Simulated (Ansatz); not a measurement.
# Mg2Si in Ansatz, relaxation

The input file (Ansatz 0.2.0, plane waves):

```yaml
crystal:
  lattice:
    - [0.0, 3.23271, 3.23271]
    - [3.23271, 0.0, 3.23271]
    - [3.23271, 3.23271, 0.0]
  atoms:
    - { symbol: Si, position: [0.0, 0.0, 0.0] }
    - { symbol: Mg, position: [0.25, 0.25, 0.25] }
    - { symbol: Mg, position: [0.75, 0.75, 0.75] }
  symmetry: { tolerance: 0.0003 }
kpoints:
  mp_grid: { grid: [9, 9, 9], shift: [0, 0, 0] }
magnetization:
  spin_polarized: false
scf:
  occupations: { method: fermi_dirac }
  lower_state_search: "off"
hamiltonian:
  pseudopotentials: { kind: paw }
  xc: pbe
basis:
  ecutwfc: 420
  fft_grid_basis: typed
relax:
  max_steps: 60
  cell: { p_target: 20.0 }
output:
  forces: true
  stress: true
  eigenvalues: true
  bader: true
  populations: true
  elf: true
  write_potential: true
  volumetric_format: npy
  dos:
    e_range: [-12, 8]
    de: 0.05
    projected: { site_lists: { Mg: [Mg], Si: [Si] } }
checkpoint:
  read: saved_state
```

Run with:

```bash
ansatz run input.yaml --threads 2 --pin off --max-ram 2560MiB --backend cpu --events-out ev --progress --plain --runs-dir out
```

Origin of the cell: a database entry, scaled a little.

The smearing width isn't typed, so it takes its default of 0.1 eV.

The saved state is a converged single point of the same cell.

Steps («new basis» is an SCF on plane waves selected anew at the same cell):

```csv
step,ΔH (meV/atom),max force component (eV/Å),P (GPa),volume (Å³),SCF iterations,step was
1,0.0,0.000,-2.31,67.57,5,accepted
2,-358.5,0.000,6.82,58.16,5,accepted
3,-460.6,0.000,23.57,49.67,5,accepted
4,-465.4,0.000,19.47,51.26,6,accepted
5,-465.6,0.000,19.98,51.05,4,accepted
6,-465.3,0.000,19.98,51.05,6,new basis
```

Before:

Space group Fm-3m (No. 225); the run's cell has a = 4.572 Å, b = 4.572 Å, c = 4.572 Å, α = 60.00°, β = 60.00°, γ = 60.00°. Shortest distances: Mg–Si 2.80 Å, Mg–Mg 3.23 Å.

After:

Space group Fm-3m (No. 225); the run's cell has a = 4.164 Å, b = 4.164 Å, c = 4.164 Å, α = 60.00°, β = 60.00°, γ = 60.00°. Shortest distances: Mg–Si 2.55 Å, Mg–Mg 2.94 Å.

```
CELL_PARAMETERS angstrom
0.00000 2.94437 2.94437
2.94437 0.00000 2.94437
2.94437 2.94437 0.00000
ATOMIC_POSITIONS crystal
Si 0.00000 0.00000 0.00000
Mg 0.25000 0.25000 0.25000
Mg 0.75000 0.75000 0.75000
```

- Enthalpy lowered by: 465.3 meV/atom
- Volume change: -24.44 %
- Final pressure: 19.98 GPa
- Relaxation steps listed: 6
- Gap on the mesh: none (metal)

Caveats: the relaxation held the start's symmetry, so the end may be a saddle point.

The run took 24 s on 2 threads of Arm Neoverse N1 (shared host), peak memory 0.37 GiB, from a saved density.
